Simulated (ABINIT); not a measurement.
AlN in ABINIT: convergence with cutoff

Input of the first run (cutoff 10.5 Ha); the others differ in this setting and in those tied to it:

run.abi

```
# Pseudopotentials
pp_dirpath "./"
pseudos "Al.LDA_PW-JTH.xml, N.LDA_PW-JTH.xml"

# Structure
acell 3*1.0 Angstrom
rprim
     0.0000000000     2.1839935596     2.1839935596
     2.1839935596     0.0000000000     2.1839935596
     2.1839935596     2.1839935596     0.0000000000
ntypat 2
znucl 13 7
natom 2
typat 1 2
xred
     0.0003530000    -0.0059770000     0.0112680000
     0.2477940000     0.2561980000     0.2419040000
chkprim 0
chksymtnons 0
tolsym 1.0e-6

# Plane-wave basis
ecut 10.5
pawecutdg 63.6

# k points
kptopt 1
ngkpt 10 10 10
nshiftk 1
shiftk 0.0 0.0 0.0

# Exchange and correlation
ixc 7

# Bands and occupations
nband 8
occopt 3
tsmear 0.00367493

# SCF cycle
nstep 100
tolvrs 1.0e-9

# Output
iomode 3
prtwf 0
prtden 0
prteig 0
prtebands 0
```

Potentials or basis: JTH PAW LDA v2.0.

Command:

```bash
$ abinit run.abi > log 2>&1
```

The cell isn't the ideal one: atoms moved at random, drawn with an rms of 0.05 Å.

The cell comes from a database or a generator and needn't be the stable form of this composition.

Hardware: 1 thread of Arm Neoverse V1, on a shared host.

```tsv
cutoff	energy less the tightest run, at zero smearing (meV/atom)	largest force (eV/Å)	gap on the mesh (eV)	SCF cycles	CPU time (s)	peak memory (GiB)
10.5 Ha	1736.94	0.689	3.024	10	23	0.1
13 Ha	757.72	0.716	3.112	11	30	0.11
15.5 Ha	303.74	0.751	3.074	10	47	0.12
18 Ha	105.88	0.741	3.088	11	56	0.14
22 Ha	19.43	0.727	3.076	11	80	0.16
26 Ha	6.94	0.728	3.074	11	110	0.18
30 Ha	6.44	0.728	3.074	11	120	0.21
35 Ha	3.94	0.727	3.075	11	140	0.25
41.5 Ha	0.00	0.727	3.076	11	200	0.3
```

Against the tightest run, the largest force stays within 0.005 eV/Å from 22 Ha on; the gap on the mesh stays within 0.01 eV from 22 Ha on. Not settled before the last step: the energy (to 1 meV/atom). The tightest run that finished is the yardstick and may itself not be fully converged.
